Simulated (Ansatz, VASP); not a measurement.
# Cross-check of AlIn between VASP and Ansatz, part 2 of 2

Aim: how closely do two programs agree when they are given the same cell, functional and k mesh? The cell is generated by rule, not measured, and may not be a known phase. The cell is taken from a series of runs on this material, whose earlier steps may have relaxed, scaled, displaced or heated it; both programs get it as it stands.

VASP 6.6.1 and Ansatz 0.2.0.

So far. Step 3 (Ansatz: single point, PBEsol, pair 1): The run ends at a pressure of -2.42 GPa, with forces up to 0.23 eV/Å. Step 5 (VASP: single point, PBEsol, pair 2): The run ends at a pressure of -0.28 GPa, with forces up to 0.15 eV/Å.

The structure was built from a prototype and need not be the compound's stable phase.

### 6. Ansatz: single point, PBEsol, pair 2

Level of this step: Ansatz beside VASP: Kohn-Sham DFT, plane waves, PBEsol (Ansatz).

The same cell, functional, mesh and smearing now go to Ansatz, which takes its cutoff from its data sets.

The cell is taken from a series of runs on this material, whose earlier steps may have relaxed, scaled, displaced or heated it; both programs get it as it stands.

input.yaml reads:

```yaml
crystal:
  lattice:
    - [0.0, 0.0, -5.7036097157]
    - [5.7036097157, 0.0, 0.0]
    - [2.8518048579, -5.7036097157, -2.8518048579]
  atoms:
    - { symbol: Al, position: [0.4826434566, -0.0173565434, 0.0] }
    - { symbol: Al, position: [0.0173565434, 0.5173565434, 0.0] }
    - { symbol: Al, position: [0.2326434566, 0.2673565434, 0.5] }
    - { symbol: Al, position: [0.7673565434, 0.7326434566, 0.5] }
    - { symbol: In, position: [0.5149048958, 0.4850951042, 0.0] }
    - { symbol: In, position: [-0.0149048958, 0.0149048958, 0.0] }
    - { symbol: In, position: [0.2649048958, 0.7649048958, 0.5] }
    - { symbol: In, position: [0.7350951042, 0.2350951042, 0.5] }
kpoints:
  mp_grid: { grid: [8, 8, 8] }
hamiltonian:
  xc: pbesol
scf:
  occupations: { method: methfessel_paxton, width: 0.2 }
output:
  forces: true
  stress: true
  eigenvalues: true
```

On the command line:

```console
$ ansatz run input.yaml --threads 4 --pin off --max-ram 7168MiB --backend cpu --events-out ev --progress --plain --runs-dir out
```

Numbers of over 12 decimals in the logs are rounded to 6 here.

What it wrote:

```text
[...]
Crystal: 8 atoms, lattice volume = 185.545 Å³
Basis set: ecut = 420 eV, 3611 PW (Γ), exchange–correlation on 80×80×96 points (8 copies of the dense FFT grid, shifted against one another)
Bands: 40, of which v1, the nominal top of the filled ones, is band 32 counted from 1 (31 counted from 0)
Symmetry: 8 space group operations
[...]
k-points: 59 of 512 (time reversal used)
[...]
k-point 0: bands = [... 28 lower, 5.1805, 5.2885, 5.2916, 7.2833, 7.3508, 7.3508, 10.4849, 10.4860, ... 4 higher]
  k-point 1: bands = [... 28 lower, 4.8321, 5.7752, 5.8844, 7.3477, 7.4254, 7.4254, 10.1229, 10.2483, ... 4 higher]
  k-point 2: bands = [... 28 lower, 6.1319, 6.4244, 6.5299, 7.5496, 7.6462, 7.6462, 9.4418, 9.7012, ... 4 higher]
  k-point 58: bands = [... 28 lower, 8.3163, 8.3547, 8.3733, 8.3733, 10.1986, 10.2127, 10.2127, 10.2217, ... 4 higher]
[key lines of the parts left out:]
SCF converged after 7 iterations
Free energy (F): -24197.545872 eV
Fermi energy:    8.018720 eV
P = ⅓ Tr σ = -0.2690 GPa (-2.690 kbar)
```

The run ends at a pressure of -0.27 GPa, with forces up to 0.15 eV/Å.

### 7. Comparison

The two programs side by side:

```
      quantity  Ansatz   VASP  difference
pressure (GPa)   -0.27  -0.28       +0.01
```

Forces (eV/Å; atoms numbered as in POSCAR):

```csv
atom,"Ansatz x, y, z","VASP x, y, z"
Al1,"-0.029, -0.028, 0.029","-0.029, -0.028, 0.029"
Al2,"0.029, -0.028, -0.029","0.029, -0.028, -0.029"
Al3,"0.029, 0.028, 0.029","0.029, 0.028, 0.029"
Al4,"-0.029, 0.028, -0.029","-0.029, 0.028, -0.029"
In5,"-0.102, -0.019, -0.102","-0.102, -0.019, -0.102"
In6,"0.102, -0.019, 0.102","0.102, -0.019, 0.102"
In7,"0.102, 0.019, -0.102","0.102, 0.019, -0.102"
In8,"-0.102, 0.019, 0.102","-0.102, 0.019, 0.102"
```

The forces differ by 0.2 meV/Å r.m.s., which is 0.3 % of the r.m.s. force of 0.063 eV/Å (both taken over all components).

### 8. VASP: single point, PBEsol, pair 3

With cell and atoms fixed, the geometry can't cause a difference; cores, projectors, grids and the points listed under the comparison can.

INCAR reads:

```
SYSTEM = AlIn
PREC = Accurate
ENCUT = 500
EDIFF = 1E-06
NELM = 120
ISMEAR = 1
SIGMA = 0.2
LREAL = .FALSE.
ALGO = Normal
GGA = PS
NBANDS = 40
LORBIT = 11
LWAVE = .FALSE.
LCHARG = .FALSE.
ISIF = 2
LASPH = .TRUE.
GGA_COMPAT = .FALSE.
KPAR = 2
```

POSCAR reads:

```
AlIn
1.0
    0.0000000000      0.0000000000     -5.7036097157
    5.7036097157      0.0000000000      0.0000000000
    2.8518048579     -5.7036097157     -2.8518048579
Al In
4 4
Direct
    0.4727254319      0.9727254319      0.0000000000
    0.0272745681      0.5272745681      0.0000000000
    0.2227254319      0.2772745681      0.5000000000
    0.7772745681      0.7227254319      0.5000000000
    0.5234219791      0.4765780209      0.0000000000
    0.9765780209      0.0234219791      0.0000000000
    0.2734219791      0.7734219791      0.5000000000
    0.7265780209      0.2265780209      0.5000000000
```

KPOINTS reads:

```
Automatic mesh
0
Gamma
8 8 8
0 0 0
```

The projector-augmented-wave data sets are Al and In_d (PBE family, release 64).

On the command line:

```console
$ mpirun -np 2 vasp_std
```

What it wrote:

```text
[... set-up lines as in an earlier step ...]
 entering main loop
       N       E                     dE             d eps       ncg     rms          rms(c)
DAV:   1     0.551848938762E+03    0.55185E+03   -0.27445E+04  4720   0.180E+03
DAV:   2     0.285879743055E+02   -0.52326E+03   -0.51077E+03  4736   0.453E+02
DAV:   3    -0.243043147516E+02   -0.52892E+02   -0.51041E+02  5656   0.166E+02
DAV:   4    -0.263130059162E+02   -0.20087E+01   -0.19987E+01  5712   0.347E+01
[...]
DAV:  10    -0.260982060144E+02   -0.21380E-05   -0.13090E-04  7432   0.922E-02    0.210E-02
DAV:  11    -0.260982087626E+02   -0.27482E-05   -0.51505E-06  5152   0.147E-02    0.138E-02
DAV:  12    -0.260982087303E+02    0.32319E-07   -0.53922E-07  3176   0.745E-03
   1 F= -.26098209E+02 E0= -.26098757E+02  d E =0.164425E-02
```

Parts of OUTCAR (step 8):

```text
  Total       -0.5780898     -0.7807327     -0.5780898      0.0000000     -0.0000000     -0.0000000
  in kB       -4.9917918     -6.7416084     -4.9917918      0.0000000     -0.0000000     -0.0000000
  external PRESSURE =      -5.5750640 kB  Pullay stress =       0.0000000 kB

 POSITION                                       TOTAL-FORCE (eV/Angst)
 -----------------------------------------------------------------------------------
      5.54805      0.00000     -2.69624        -0.042596     -0.065629      0.042596
      3.00737      0.00000     -0.15556         0.042596     -0.065629     -0.042596
      3.00737     -2.85180     -2.69624         0.042596      0.065629      0.042596
      5.54805     -2.85180     -5.85917        -0.042596      0.065629     -0.042596
      2.71822      0.00000     -2.98539        -0.142182     -0.044817     -0.142182
      0.13359      0.00000     -5.57002         0.142182     -0.044817      0.142182
      5.83720     -2.85180     -2.98539         0.142182      0.044817     -0.142182
      2.71822     -2.85180     -5.57002        -0.142182      0.044817      0.142182
 -----------------------------------------------------------------------------------
    total drift:                               -0.000000      0.000000      0.000000

  FREE ENERGIE OF THE ION-ELECTRON SYSTEM (eV)
  ---------------------------------------------------
  free  energy   TOTEN  =       -26.0982087303 eV

  energy  without entropy=      -26.0998529816  energy(sigma->0) =      -26.09875681

[... 2 parts as in an earlier step ...]

[... 1 further part left out ...]
[key lines of the parts left out:]
E-fermi :   6.5292
```

The run ends at a pressure of -0.56 GPa, with forces up to 0.21 eV/Å.

### 9. Ansatz: single point, PBEsol, pair 3

The same cell, functional, mesh and smearing now go to Ansatz, which takes its cutoff from its data sets.

The cell is taken from a series of runs on this material, whose earlier steps may have relaxed, scaled, displaced or heated it; both programs get it as it stands.

input.yaml, the sections that differ from step 6:

```yaml
crystal:
  lattice:
    - [0.0, 0.0, -5.7036097157]
    - [5.7036097157, 0.0, 0.0]
    - [2.8518048579, -5.7036097157, -2.8518048579]
  atoms:
    - { symbol: Al, position: [0.4727254319, -0.0272745681, 0.0] }
    - { symbol: Al, position: [0.0272745681, 0.5272745681, 0.0] }
    - { symbol: Al, position: [0.2227254319, 0.2772745681, 0.5] }
    - { symbol: Al, position: [0.7772745681, 0.7227254319, 0.5] }
    - { symbol: In, position: [0.5234219791, 0.4765780209, 0.0] }
    - { symbol: In, position: [-0.0234219791, 0.0234219791, 0.0] }
    - { symbol: In, position: [0.2734219791, 0.7734219791, 0.5] }
    - { symbol: In, position: [0.7265780209, 0.2265780209, 0.5] }
# kpoints, hamiltonian, scf, output: as in step 6
```

On the command line:

```console
$ ansatz run input.yaml --threads 4 --pin off --max-ram 7168MiB --backend cpu --events-out ev --progress --plain --runs-dir out
```

What it wrote:

```text
[...]
Crystal: 8 atoms, lattice volume = 185.545 Å³
Basis set: ecut = 420 eV, 3611 PW (Γ), exchange–correlation on 80×80×96 points (8 copies of the dense FFT grid, shifted against one another)
Bands: 40, of which v1, the nominal top of the filled ones, is band 32 counted from 1 (31 counted from 0)
Symmetry: 8 space group operations
[...]
k-points: 59 of 512 (time reversal used)
[...]
k-point 0: bands = [... 28 lower, 5.0882, 5.3547, 5.3623, 7.2890, 7.4013, 7.4013, 10.5640, 10.5640, ... 4 higher]
  k-point 1: bands = [... 28 lower, 4.8654, 5.6842, 5.9535, 7.3536, 7.4753, 7.4753, 10.1826, 10.3202, ... 4 higher]
  k-point 2: bands = [... 28 lower, 6.1382, 6.3412, 6.6007, 7.5556, 7.6939, 7.6939, 9.4805, 9.7612, ... 4 higher]
  k-point 58: bands = [... 28 lower, 8.2897, 8.3474, 8.4129, 8.4129, 10.2277, 10.2528, 10.2528, 10.2661, ... 4 higher]
[key lines of the parts left out:]
SCF converged after 7 iterations
Free energy (F): -24197.610077 eV
Fermi energy:    8.038122 eV
P = ⅓ Tr σ = -0.5531 GPa (-5.531 kbar)
```

The run ends at a pressure of -0.55 GPa, with forces up to 0.21 eV/Å.

### 10. Side by side

Compared:

```
      quantity  Ansatz   VASP  difference
pressure (GPa)   -0.55  -0.56        0.00
```

Forces (eV/Å; atoms numbered as in POSCAR):

| atom | Ansatz x, y, z | VASP x, y, z |
| --- | --- | --- |
| Al1 | -0.042, -0.066, 0.042 | -0.043, -0.066, 0.043 |
| Al2 | 0.042, -0.066, -0.042 | 0.043, -0.066, -0.043 |
| Al3 | 0.042, 0.066, 0.042 | 0.043, 0.066, 0.043 |
| Al4 | -0.042, 0.066, -0.042 | -0.043, 0.066, -0.043 |
| In5 | -0.142, -0.045, -0.142 | -0.142, -0.045, -0.142 |
| In6 | 0.142, -0.045, 0.142 | 0.142, -0.045, 0.142 |
| In7 | 0.142, 0.045, -0.142 | 0.142, 0.045, -0.142 |
| In8 | -0.142, 0.045, 0.142 | -0.142, 0.045, 0.142 |

The forces differ by 0.3 meV/Å r.m.s., which is 0.3 % of the r.m.s. force of 0.092 eV/Å (both taken over all components).

### 11. Results

```json
{"r.m.s. force difference (single point, PBEsol, pair 1)": "0.59 meV/Å", "r.m.s. force difference (single point, PBEsol, pair 2)": "0.19 meV/Å", "r.m.s. force difference (single point, PBEsol, pair 3)": "0.32 meV/Å"}
```

**Reading.** The r.m.s. force difference is 0.59 meV/Å (single point, PBEsol, pair 1), within the 12 meV/Å picked in this series as the mark of a large difference. 5 further pairs of this series are not shown here. How closely two codes agree says nothing of how well the functional describes the real material.

[Lines on the potential files, build, host, timing and source positions are cut from VASP's logs without a mark.]

[Logs are printed without paths, hosts, clocks, repeated set-up lines and the standing remarks that a program may print on its own settings, such as how far it seeks lower states.]

[Hosts, paths, dates, database ids (printed as entryN), source tags and the programs' standing remarks are cut or masked in the printed files.]
